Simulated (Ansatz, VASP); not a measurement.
## BN: VASP beside Ansatz

```
B N
1.0
     2.49824    0.00000    0.00000
    -1.24912    2.16354    0.00000
     0.00000    0.00000    6.63570
B N
2 2
Direct
  0.33333 0.66667 0.25000
  0.66667 0.33333 0.75000
  0.33333 0.66667 0.75000
  0.66667 0.33333 0.25000
```

Alike in both runs: task relaxation of the atoms; functional PBE; k mesh 14 × 14 × 5; occupations fermi-dirac, width 0.02 eV; no spin polarisation.

```csv
,VASP,Ansatz
version,VASP 6.6.1,Ansatz 0.2.0
potentials or method,"VASP PAW PBE potentials, release 64 (B, N)","plane-wave PAW, scalar-relativistic"
plane-wave cutoff (eV),520,420
valence electrons in the cell,16,16
```

|  | VASP | Ansatz | Ansatz less VASP |
| --- | --- | --- | --- |
| gap on the k mesh at the Fermi level, each at its own relaxed structure (eV) | 4.26 | 4.27 | +0.007 |

Ansatz warned: «stress_scf_threshold_loose».

Caveats: the relaxation stopped at its first step, so nothing moved; an odd mesh through Γ misses points on the zone boundary, where band edges often lie.
